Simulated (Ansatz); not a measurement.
Si:

```
CELL_PARAMETERS angstrom
0.00000 2.72185 2.72185
2.72185 0.00000 2.72185
2.72185 2.72185 0.00000
ATOMIC_POSITIONS crystal
Si 0.50000 0.50000 0.50000
Si 0.75000 0.75000 0.75000
```

A run of Ansatz 0.2.0 on this cell left the log below. Logs are shortened: lines on timing, memory, paths and dates and some standing lists are left out, and cuts for length are marked.

```text
Warning: RAYON_NUM_THREADS=1 ignored (pool sized by the plan → 1); use --threads N
LAPW: plane waves up to 7.561 Å⁻¹, error target 1.0e-3 eV per atom; small_component_spin mean_spin; Si in spheres of 1.179 Å, 12 of its electrons in bands, Dirac shells [] (how accurate: hamiltonian.pseudopotentials.lapw.basis_error, Limitations)
Engine: ansatz 0.2.0, aarch64-unknown-linux-gnu
Pseudopotentials: kind: all_electron
Pseudopotential: Si, LAPW, valence charge 12, lapw/all_electron/scalar/gaussian/Si, Koelling and Harmon's equation, gaussian nucleus
Functional definition: PBE
  parameter kappa = 0.804
  parameter beta = 0.06672455060314922
  exchange = pbe_x(kappa = kappa, mu = beta*pi^2/3)
  correlation = pbe_c(beta = beta)
Crystal: 2 atoms, lattice volume = 40.330 Å³
Basis set: ecut = 217.79397285751693 eV, 283 PW (Γ), exchange–correlation at level 2
Bands: 16, of which v1, the nominal top of the filled ones, is band 12 counted from 1 (11 counted from 0)
Symmetry: 48 space group operations
Space group: Fd-3m (ITA 227), of the structure as read, at distance tolerance 3.4e-5 Å
k-points: 29 of 512
Non-local potential: Si, projectors of the file, none
Initial density: superposition of atomic densities (chi_scale 0.1, normalization cell)
Initial wavefunctions: plane waves of lowest kinetic energy (no species holds an atomic orbital)
Functional: x = pbe(κ = 0.804, μ = 0.2195149727645171), c = pbe(β = 0.06672455060314922)
iter 1 solved again at ethr=3.07e-3 eV; its pass at ethr=1.00e-1 eV (dr2=7.38e-1 eV) is discarded
SCF iter   1: F=—  HF=-15784.689675 eV  |F-HF|=—  |Δ(HF+E_count)|=         —  Δρ=4.17e-2  dr2=7.40e-1  ethr=3.07e-3  ⟨swp⟩=2.0  Hψ=3300  notcnv=0
preconditioner: auto → none  [insulator: Δε(μ)=0.910 eV  Ē_g=9.548 eV  σ=0.030 eV  W_gap=1.00  n_scr=14 (ndim 8)  ℏωp=16.5 eV  f_vac=0.000  D(μ)=0.00/eV (n_scr^D=0)  ε∞_Penn≈4.0]
SCF iter   2: F=—  HF=-15784.550120 eV  |F-HF|=—  |Δ(HF+E_count)|=   1.40e-1  Δρ=1.78e-2  dr2=1.18e-1  ethr=3.07e-3  ⟨swp⟩=2.0  Hψ=1316  notcnv=0
iter 3 solved again at ethr=1.45e-6 eV; its pass at ethr=4.90e-4 eV (dr2=3.48e-4 eV) is discarded
SCF iter   3: F=—  HF=-15784.530868 eV  |F-HF|=—  |Δ(HF+E_count)|=   1.93e-2  Δρ=1.23e-3  dr2=3.38e-4  ethr=1.45e-6  ⟨swp⟩=3.0  Hψ=2364  notcnv=0
SCF iter   4: F=—  HF=-15784.531173 eV  |F-HF|=—  |Δ(HF+E_count)|=         —  Δρ=1.33e-4  dr2=4.37e-6  ethr=1.41e-6  ⟨swp⟩=2.8  Hψ=1249  notcnv=0
the basis was enlarged: its passes take 237.2 KiB over the memory plan, 1 of 1 planned eigensolver slots
SCF iter   5: F=—  HF=-15784.531184 eV  |F-HF|=—  |Δ(HF+E_count)|=   1.12e-5  Δρ=2.93e-5  dr2=2.93e-7  ethr=1.82e-8  ⟨swp⟩=3.0  Hψ=1309  notcnv=0
SCF iter   6: F=-15784.531185 eV  HF=-15784.531185 eV  |F-HF|=5.32e-9  |Δ(HF+E_count)|=   1.19e-6  Δρ=3.20e-6  dr2=2.54e-9  ethr=1.22e-9  ⟨swp⟩=3.0  Hψ=1318  notcnv=0
SCF 1 converged in 6 iterations: F = -15784.531185 eV  dr2 = 2.54e-9
SCF converged after 6 iterations
Free energy (F): -15784.531185 eV
Harris-Foulkes:  -15784.531185 eV  (|F-HF|=5.32e-9)
Internal energy: -15784.531185 eV  (E = F + TS)
E sigma→0 (E₀):  -15784.531185 eV
Fermi energy:    7.690069 eV
--- Per-component energies (eV) ---
  E_band       = -1475.913510
  E_kinetic    = 15829.545128
  E_xc         = -1136.176011
  E_electrostatic = -30477.900302  (all electrons and nuclei)
  E_smearing   = -0.000000  (= −TS)
  E_closure    = 0.000000  (closes the sum)
  E_atoms      = -15773.713766  (free atoms, spherical and without spin; not in F)
  Σ components = -15784.531185   (vs F -15784.531185, Δ=0.00e0)
  Basis errors (estimates in eV, not in F): energy 4.6e-4 per atom: plane waves 4.4e-4 (2.6e-4 summed), levels above the bands 0.0e0, relativity 8.8e-9, radial functions 2.8e-5, core shells 1.7e-13; eigenvalues (radial functions only) 7.0e-7; not estimated: angular momenta, meshes, grids; target (lapw.basis_error) 1.0e-3; muffin-tin radii Si 1.179 Å
--- Forces (eV/Å), atoms counted from 1 ---
  atom   1  Si     0.00000000     0.00000000    -0.00000000
  atom   2  Si     0.00000000    -0.00000000    -0.00000000
  max |Σ_I F_I| component: 1.62e-17 eV/Å
--- Stress (GPa, compression-positive) ---
        1.313541       0.000000      -0.000000
        0.000000       1.313541      -0.000000
       -0.000000      -0.000000       1.313541
  P = ⅓ Tr σ = 1.3135 GPa (13.135 kbar)
--- Band table (eV; the first three rows and the last of 29) ---
  k-point 0: bands = ["-126.3891", "-126.3816", "-82.4282", "-82.4282", "-82.4282", "-82.4119", "-82.4119", "-82.4119", "-4.5353", "7.3770", "7.3770", "7.3770", "9.9350", "9.9350", "9.9350", "10.6536"]
  k-point 1: bands = ["-126.3889", "-126.3818", "-82.4284", "-82.4284", "-82.4281", "-82.4122", "-82.4117", "-82.4117", "-4.3325", "5.7798", "7.0898", "7.0898", "9.8554", "10.3566", "10.3566", "12.0199"]
  k-point 2: bands = ["-126.3883", "-126.3824", "-82.4289", "-82.4289", "-82.4275", "-82.4127", "-82.4113", "-82.4113", "-3.7408", "3.4626", "6.6214", "6.6214", "9.3783", "10.8756", "10.8756", "14.2331"]
  k-point 28: bands = ["-126.3853", "-126.3853", "-82.4307", "-82.4307", "-82.4201", "-82.4201", "-82.4095", "-82.4095", "-0.2573", "-0.2573", "3.5559", "3.5559", "11.6487", "11.6487", "12.3524", "12.3524"]
```

Write the input and the command behind it.

Single point with PBE, no spin polarisation. The files as run (others can give the same):

input.yaml
```yaml
crystal:
  lattice:
    - [0.0, 2.7218511865, 2.7218511865]
    - [2.7218511865, 0.0, 2.7218511865]
    - [2.7218511865, 2.7218511865, 0.0]
  atoms:
    - { symbol: Si, position: [0.5, 0.5, 0.5] }
    - { symbol: Si, position: [0.75, 0.75, 0.75] }
kpoints:
  mp_grid: { grid: [8, 8, 8] }
scf:
  occupations: { method: gaussian, width: 0.03 }
hamiltonian:
  xc: pbe
  pseudopotentials: { kind: all_electron, lapw: { basis_error: 0.001 } }
output:
  forces: true
  stress: true
  eigenvalues: true
```

Potentials or basis: all-electron LAPW, scalar-relativistic.
The run is started by
```bash
$ ansatz run input.yaml --threads 1 --pin off --max-ram 3072MiB --backend cpu --events-out ev --progress --plain --runs-dir out
```
